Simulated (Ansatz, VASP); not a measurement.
## Bi in VASP and in Ansatz

```xyz
2
Lattice="4.4482 0.0000 0.0000 -2.2241 3.8523 0.0000 0.0000 0.0000 11.8290" Properties=species:S:1:pos:R:3 pbc="T T T"
Bi    0.0000    2.5682    2.9573
Bi    2.2241    1.2841    8.8718
```

Change from the starting cell: equal xx and yy strain of -2 %.

Alike in both runs: task single point; functional PBEsol; k mesh 9 × 9 × 3; occupations fermi-dirac, width 0.08 eV; no spin polarisation.

```csv
,VASP,Ansatz
version,VASP 6.6.1,Ansatz 0.2.0
potentials or method,"VASP PAW PBE potentials, release 64 (Bi_d), cutoff 520 eV","all-electron LAPW, scalar-relativistic"
```

|  | VASP | Ansatz | Ansatz less VASP |
| --- | --- | --- | --- |
| pressure (GPa) | -3.7 | -3.7 | +0.02 |
| largest component of the traceless stress (GPa) | 3.36 | 3.36 | +0.002 |

Ansatz ran all-electron here, so the differences hold the error of VASP's frozen core and of both bases.

Caveats: the PAW data sets were made with another functional, which shifts forces and pressure a little (VASP).
